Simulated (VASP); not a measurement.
# Ru (P6_3/mmc) in VASP: notebook

One crystal, Ru, is run at these levels: PBEsol; tasks: single point.

Everything below comes from runs of VASP 6.6.1. Logs are shortened: lines on timing, memory, paths and dates and some standing lists are left out, and cuts for length are marked.

## (1) The undisturbed crystal

It takes space group P6_3/mmc (No. 194, hexagonal). Conventional cell: a = 2.706 Å, b = 2.706 Å, c = 4.282 Å, α = 90.00°, β = 90.00°, γ = 120.00°. Ru (site symmetry -6m2) is surrounded by 12 Ru at 2.65 to 2.71 Å.

## (2) Single point, PBEsol (grid = ENCUT=400 dk=0.6 cell=2x2x2 ISMEAR=1 SIGMA=0.1 LREAL=Auto EDIFF=1e-06)

INCAR

```
SYSTEM = Ru
PREC = Accurate
ENCUT = 400
EDIFF = 1E-6
ISMEAR = 1
SIGMA = 0.1
LREAL = Auto
LASPH = .True.
NELM = 120
ALGO = Fast
ISIF = 2
LWAVE = .False.
LCHARG = .False.
GGA = PS
NBANDS = 128
```

KPOINTS

```
Automatic mesh
0
Gamma
  3 3 2
  0 0 0
```

POSCAR

```
Ru
1.0
    5.4116000000      0.0000000000      0.0000000000
   -2.7058000000      4.6865830752      0.0000000000
    0.0000000000      0.0000000000      8.5638000000
Ru
16
Direct
    0.3333333334      0.1666666666      0.3750000000
    0.3333333334      0.1666666666      0.8750000000
    0.3333333334      0.6666666666      0.3750000000
    0.3333333334      0.6666666666      0.8750000000
    0.8333333333      0.1666666666      0.3750000000
    0.8333333333      0.1666666666      0.8750000000
    0.8333333333      0.6666666666      0.3750000000
    0.8333333333      0.6666666666      0.8750000000
    0.1666666666      0.3333333334      0.1250000000
    0.1666666666      0.3333333334      0.6250000000
    0.1666666666      0.8333333333      0.1250000000
    0.1666666666      0.8333333333      0.6250000000
    0.6666666666      0.3333333334      0.1250000000
    0.6666666666      0.3333333334      0.6250000000
    0.6666666666      0.8333333333      0.1250000000
    0.6666666666      0.8333333333      0.6250000000
```

Potentials or basis: VASP PAW PBE potentials, release 64 (Ru_pv).

Launch:

```console
cat potpaw_PBE.64/Ru_pv/POTCAR > POTCAR
mpirun -np 1 vasp_std > vasp.out
```

OUTCAR:

```text
SYSTEM = Ru
   PREC = Accurate
   ENCUT = 400
   EDIFF = 1E-6
   ISMEAR = 1
   LREAL = Auto
   LASPH = .True.
   NELM = 120
   ISIF = 2
   GGA = PS

 Found      6 irreducible k-points:

 Following reciprocal coordinates:
            Coordinates               Weight
  0.000000  0.000000  0.000000      1.000000
  0.333333  0.000000  0.000000      6.000000
  0.333333  0.333333  0.000000      2.000000
  0.000000  0.000000  0.500000      1.000000
  0.333333  0.000000  0.500000      6.000000
  0.333333  0.333333  0.500000      2.000000
   k-points           NKPTS =      6   k-points in BZ     NKDIM =      6   number of bands    NBANDS=    128
   number of dos      NEDOS =    301   number of ions     NIONS =     16
   total plane-waves  NPLWV =  72576
   dimension x,y,z NGX =    36 NGY =   36 NGZ =   56
   dimension x,y,z NGXF=    72 NGYF=   72 NGZF=  112
   ions per type =              16
   NGX,Y,Z   is equivalent  to a cutoff of  11.06, 11.06, 10.87 a.u.
   NGXF,Y,Z  is equivalent  to a cutoff of  22.12, 22.12, 21.74 a.u.
 SYSTEM =  Ru
   PREC   = accura    normal or accurate (medium, high low for compatibility)
   ISTART =      0    job   : 0-new  1-cont  2-samecut
   ICHARG =      2    charge: 1-file 2-atom 10-const
   ISPIN  =      1    spin polarized calculation?
   LNONCOLLINEAR =      F non collinear calculations
   LSORBIT =      F    spin-orbit coupling
   LASPH  =      T    aspherical Exc in radial PAW
   ENCUT  =  400.0 eV  29.40 Ry    5.42 a.u.   8.82  8.82 13.97*2*pi/ulx,y,z
   NELM   =    120;   NELMIN=  2; NELMDL= -5     # of ELM steps
   EDIFF  = 0.1E-05   stopping-criterion for ELM
   LREAL  =      T    real-space projection
   EDIFFG = 0.1E-04   stopping-criterion for IOM
   NSW    =      0    number of steps for IOM
   IBRION =     -1    ionic relax: 0-MD 1-quasi-New 2-CG
   NFREE  =      0    steps in history (QN), initial steepest desc. (CG)
   ISIF   =      2    stress and relaxation
   ISYM   =      2    0-nonsym 1-usesym 2-fastsym
   POTIM  = 0.5000    time-step for ionic-motion
   TEBEG  =    0.0;   TEEND  =   0.0 temperature during run
   PSTRESS=    0.0 pullay stress
   NELECT =     224.0000    total number of electrons
   NUPDOWN=      -1.0000    fix difference up-down
   EMIN   =  10.00;   EMAX   =-10.00  energy-range for DOS
   EFERMI =   0.00;   METHOD = LEGACY
   ISMEAR =     1;   SIGMA  =   0.10  broadening in eV -4-tet -1-fermi 0-gaus
   EFERMI_NEDOS =   21; number of points for ismear=-14 and -15
   IALGO  =     68    algorithm
   IMIX   =      4    mixing-type and parameters
     AMIX     =   0.40;   BMIX     =  1.00
     AMIX_MAG =   1.60;   BMIX_MAG =  1.00
  volume/ion in A,a.u.               =      13.57        91.61
  Fermi-wavevector in a.u.,A,eV,Ry     =   1.654022  3.125649 37.222674  2.735789
  Thomas-Fermi vector in A             =   2.742361
   LORBIT       =      0    0 simple, 1 ext, 2 COOP (PROOUT), +10 PAW based schemes
   GGA     = PS    functional components
   LHFCALC =     F    Hartree Fock is set to
   AEXX    =    0.0000 exact exchange contribution
   IVDW    =     0    specifies the selected vdW correction
   LEPSILON=     F    determine dielectric tensor
   LRPA    =     F    only Hartree local field effects (RPA)
 non-spin polarized calculation
 RMM-DIIS sequential band-by-band and
 Methfessel and Paxton  Order N= 1 SIGMA  =   0.10
  energy-cutoff  :      400.00
  volume of cell :      217.19
 maximum number of plane-waves:      3990
 NGX is ok and might be reduce to    36
   NGX = 17   NGY = 17   NGZ = 27

 number of electron     224.0000058 magnetization

 Free energy of the ion-electron system (eV)
  ---------------------------------------------------
  ext. energy  EPLUGINS =         0.00000000
  ---------------------------------------------------
  free energy    TOTEN  =      -162.06394323 eV

  energy without entropy =     -162.03408605  energy(sigma->0) =     -162.05399083

 E-fermi :  12.9508     XC(G=0): -14.2817

 val. band max:       12.9468648944   @ k =   0.3333   0.0000   0.5000
 cond. band min:      13.0167821139   @ k =   0.3333   0.3333   0.5000
 fundamental gap:      0.0699172195
 Fermi energy:        12.9507719344

 k-point     1 :       0.0000    0.0000    0.0000
  band No.  band energies     occupation
      1     -30.9026      2.00000
      2     -30.7907      2.00000
      3     -30.7907      2.00000
      4     -30.7907      2.00000
      5     -30.7907      2.00000
      6     -30.7907      2.00000
[... 116 lines left out ...]
    123      14.4080     -0.00000
    124      14.4130     -0.00000

 k-point     2 :       0.3333    0.0000    0.0000
  band No.  band energies     occupation
      1     -30.8112      2.00000
      2     -30.7075      2.00000
      3     -30.7075      2.00000
      4     -30.7075      2.00000
      5     -30.7075      2.00000
      6     -30.6379      2.00000
[... 116 lines left out ...]
    123      14.2068     -0.00000
    124      14.2154     -0.00000

 k-point     3 :       0.3333    0.3333    0.0000
  band No.  band energies     occupation
      1     -30.6528      2.00000
      2     -30.6528      2.00000
      3     -30.6508      2.00000
      4     -30.6508      2.00000
      5     -30.6508      2.00000
      6     -30.5649      2.00000
[... 116 lines left out ...]
    123      13.7882     -0.00000
    124      13.7889     -0.00000

 k-point     4 :       0.0000    0.0000    0.5000
  band No.  band energies     occupation
      1     -30.7929      2.00000
      2     -30.7929      2.00000
      3     -30.7929      2.00000
      4     -30.7929      2.00000
      5     -30.7929      2.00000
      6     -30.7929      2.00000
[... 116 lines left out ...]
    123      14.3121     -0.00000
    124      14.3156     -0.00000

 k-point     5 :       0.3333    0.0000    0.5000
  band No.  band energies     occupation
      1     -30.6974      2.00000
      2     -30.6974      2.00000
      3     -30.6974      2.00000
      4     -30.6974      2.00000
      5     -30.6920      2.00000
      6     -30.6920      2.00000
[... 116 lines left out ...]
    123      13.5143     -0.00000
    124      13.5143     -0.00000

 k-point     6 :       0.3333    0.3333    0.5000
  band No.  band energies     occupation
      1     -30.6440      2.00000
      2     -30.6440      2.00000
      3     -30.6440      2.00000
      4     -30.6440      2.00000
      5     -30.6440      2.00000
      6     -30.6440      2.00000
[... 116 lines left out ...]
    123      13.1571     -0.01296
    124      13.1571     -0.01296
 [bands above 124 left out]

------------------------ aborting loop because EDIFF is reached ----------------------------------------

  FORCE on cell =-STRESS in cart. coord.  units (eV):
  Direction    XX          YY          ZZ          XY          YZ          ZX
  --------------------------------------------------------------------------------------
  -------------------------------------------------------------------------------------
  Total       -5.8239018     -5.8239018    -14.6766755      0.0000000      0.0000000      0.0000000
  in kB      -42.9611705    -42.9611705   -108.2654167      0.0000000      0.0000000      0.0000000
  external PRESSURE =     -64.7292526 kB  Pullay stress =       0.0000000 kB

 VOLUME and BASIS-vectors are now :
 -----------------------------------------------------------------------------
  energy-cutoff  :      400.00
  volume of cell :      217.19
      direct lattice vectors                 reciprocal lattice vectors
     5.411600000  0.000000000  0.000000000     0.184788233  0.106687536  0.000000000
    -2.705800000  4.686583075  0.000000000     0.000000000  0.213375072  0.000000000
     0.000000000  0.000000000  8.563800000     0.000000000  0.000000000  0.116770592

 POSITION                                       TOTAL-FORCE (eV/Angst)
 -----------------------------------------------------------------------------------
      1.35290      0.78110      3.21143        -0.000000     -0.000000      0.000000
      1.35290      0.78110      7.49333        -0.000000     -0.000000      0.000000
      0.00000      3.12439      3.21143        -0.000000     -0.000000      0.000000
      0.00000      3.12439      7.49333        -0.000000      0.000000     -0.000000
      4.05870      0.78110      3.21143        -0.000000     -0.000000     -0.000000
      4.05870      0.78110      7.49333        -0.000000     -0.000000     -0.000000
[... 8 lines left out ...]
      1.35290      3.90549      1.07048         0.000000      0.000000     -0.000000
      1.35290      3.90549      5.35238         0.000000      0.000000     -0.000000
 -----------------------------------------------------------------------------------
    total drift:                                0.000001      0.000002      0.000000

  FREE ENERGIE OF THE ION-ELECTRON SYSTEM (eV)
  ---------------------------------------------------
  free  energy   TOTEN  =      -162.0639432262 eV

  energy  without entropy=     -162.0340860459  energy(sigma->0) =     -162.05399083
```

It took 1.9 min on 1 thread of Intel Xeon 6975P-C (Granite Rapids), shared host; peak memory 0.29 GiB.

These settings aren't checked as converged: the numbers below hold their error.

Results:

```
Free energy            : -162.0639 eV
Pressure               : -6.5 GPa
Band gap on the k mesh : none (metal or under the smearing width)
```

Caveat: the k mesh is coarse (spacing up to 0.45 Å⁻¹), so the values aren't converged; the PAW data sets were made with another functional, which shifts forces and pressure a little.

## (3) Single point, PBEsol (grid = ENCUT=280 dk=0.35 cell=2x2x2 ISMEAR=1 SIGMA=0.1 LREAL=Auto EDIFF=1e-06)

INCAR, as its differences from that of step 2:

```diff
@@ -2,3 +2,3 @@
 PREC = Accurate
-ENCUT = 400
+ENCUT = 280
 EDIFF = 1E-6
```

KPOINTS

```
Automatic mesh
0
Gamma
  4 4 3
  0 0 0
```

POSCAR is that of step 2.

Potentials or basis: VASP PAW PBE potentials, release 64 (Ru_pv).

Launch:

```console
cat potpaw_PBE.64/Ru_pv/POTCAR > POTCAR
mpirun -np 1 vasp_std > vasp.out
```

Run time: 1.7 min. Hardware: 1 thread of Intel Xeon 6975P-C (Granite Rapids), shared host; peak memory 0.24 GiB.

The run converged, but some of its settings lie outside the range that counts as converged, so its numbers aren't taken as properties of the crystal.

Results:

```yaml
Free_energy: -162.9971 eV
Pressure: -7.3 GPa
Band_gap_on_the_k_mesh: none (metal or under the smearing width)
```

Caveat: the cutoff is under 1.25 times the usual one of these potentials, so pressure, stress and relaxed cells hold a basis-set (Pulay) error; the PAW data sets were made with another functional, which shifts forces and pressure a little.

## (4) Single point, PBEsol (grid = ENCUT=400 dk=0.45 cell=2x2x2 ISMEAR=1 SIGMA=0.1 LREAL=Auto EDIFF=1e-06)

INCAR, as its differences from that of step 3:

```diff
@@ -2,3 +2,3 @@
 PREC = Accurate
-ENCUT = 280
+ENCUT = 400
 EDIFF = 1E-6
```

KPOINTS

```
Automatic mesh
0
Gamma
  3 3 2
  0 0 0
```

POSCAR is that of step 3.

Launch:

```console
cat potpaw_PBE.64/Ru_pv/POTCAR > POTCAR
mpirun -np 1 vasp_std > vasp.out
```

Run time: 2 min. Hardware: 1 thread of Intel Xeon 6975P-C (Granite Rapids), shared host; peak memory 0.29 GiB.

These settings aren't checked as converged: the numbers below hold their error.

Results:

```yaml
Free_energy: -162.0639 eV
Pressure: -6.5 GPa
Band_gap_on_the_k_mesh: none (metal or under the smearing width)
```

Caveat: the k mesh is coarse (spacing up to 0.45 Å⁻¹), so the values aren't converged; the PAW data sets were made with another functional, which shifts forces and pressure a little.

[end of part 1 of 2]
